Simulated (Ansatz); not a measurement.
## Vibrational response of TiAl3 at 7 GPa

The calculation used Ansatz 0.2.0, DFT PBEsol, scalar-relativistic, plane waves, PAW. Cutoff 420 eV, 16×16×16 k-points (Γ-centred), Fermi-Dirac smearing of 0.15 eV. No spin polarisation. Phonons by linear response, acoustic sum rule imposed.

The cell, relaxed at 7 GPa:
```
CELL_PARAMETERS angstrom
-1.87620 1.87620 4.18467
1.87620 -1.87620 4.18467
1.87620 1.87620 -4.18467
ATOMIC_POSITIONS crystal
Ti 0.00000 0.00000 0.00000
Al 0.50000 0.50000 0.00000
Al 0.75000 0.25000 0.50000
Al 0.25000 0.75000 0.50000
```

In a metal, frequencies and elastic constants depend on the k mesh and the smearing, soft modes and shear constants most.

(1) Is this structure stable against zone-centre distortions?

(2) List the optical modes at Γ (i marks imaginary ones).

Answers

(1) Yes, at Γ: no optical mode is imaginary. Strains and other wave vectors aren't tested by this run.

(2)
```json
{"frequency (meV)": "27.5", "degeneracy": "1"}
{"frequency (meV)": "31.1", "degeneracy": "2"}
{"frequency (meV)": "35.0", "degeneracy": "1"}
{"frequency (meV)": "44.9", "degeneracy": "1"}
{"frequency (meV)": "46.2", "degeneracy": "2"}
{"frequency (meV)": "46.7", "degeneracy": "2"}
```

Cost: 1 run of about 4.3 core-minutes, on Intel Xeon Platinum 8488C (Sapphire Rapids) (shared hosts).